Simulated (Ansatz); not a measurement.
Runs of Ansatz 0.2.0 on GaN. The structure is hexagonal, space group P6_3mc (No. 186). The conventional cell has a = 3.180 Å, b = 3.180 Å, c = 5.166 Å, α = 90.00°, β = 90.00°, γ = 120.00°. Ga (site symmetry 3m) is surrounded by 4 N at 1.94 to 1.95 Å. N (site symmetry 3m) has 4 Ga at 1.94 to 1.95 Å as nearest neighbours. 

```tsv
task	level	potentials or basis	cell	k mesh	cutoff (eV)	smearing	atoms under strain	mesh quality	gap on the mesh (eV)	pressure (GPa)	V0 of scaled cells (Å³/atom)	relaxed volume (Å³/atom)	B0 (GPa)
equation of state	LDA	PseudoDojo LDA	as given	10 × 10 × 5	1143	fermi-dirac 0.05 eV	-	not flagged	-	-	11.04	-	203
elastic constants	LDA	Ansatz PAW	as given	8 × 8 × 5	420	fixed	relaxed	not flagged	1.99	(c)	-	-	-
relaxation of cell and atoms	CAM-B3LYP	Ansatz PAW	relaxed	5 × 5 × 3	420	fermi-dirac 0.05 eV	-	coarse	6.30	0.0	-	11.34	-
equation of state	RPBE+D4	Ansatz PAW	as given	10 × 10 × 5	420	fermi-dirac 0.05 eV	-	not flagged	-	-	11.24	-	185
relaxation of cell and atoms	r2SCAN	Ansatz PAW	relaxed	10 × 10 × 5	500	fermi-dirac 0.05 eV	-	not flagged	2.35	0.0	-	11.37	-
relaxation of cell and atoms	rPW86-PBE+rVV10	Ansatz PAW	relaxed	10 × 10 × 5	420	fermi-dirac 0.05 eV	-	not flagged	1.51	0.0	-	11.94	-
equation of state	r2SCAN+D3(BJ)	Ansatz PAW	as given	10 × 10 × 5	500	fermi-dirac 0.05 eV	-	not flagged	-	-	(a)	-	201
equation of state	PBEsol	Ansatz PAW	as given	10 × 10 × 5	420	fermi-dirac 0.05 eV	-	not flagged	-	-	(b)	-	188
```

Alike in all rows: no spin polarisation.

Problem. Fill in the values left out.

Solution. (a) 11.27; (b) 11.37; (c) -4.5.

Caveats: some runs use coarse meshes; the cell was scaled at fixed shape and fractional positions, which overstates the stiffness of a crystal with free parameters, most of all of layers and chains (some runs); odd divisions of the mesh miss points on the zone boundary, where band edges often lie, so the gap on the mesh can be too wide (some runs); the PAW data sets come from PBE, with cores solved anew for the run's functional, which leaves a small shift of forces and pressure (some runs); the plane-wave basis is chosen anew once the cell has moved, so the energies of steps on either side of that aren't comparable (some runs); the cell is more than 3 GPa from zero pressure, which shifts response properties (some runs); the potentials were made for another functional, which shifts forces and pressure (some runs); the PAW data sets were made with another functional, which shifts forces and pressure a little (some runs).

A k mesh can miss the band edges, and the runs leave out spin-orbit coupling on Ga.

Runs at the PBE level aren't shown here.
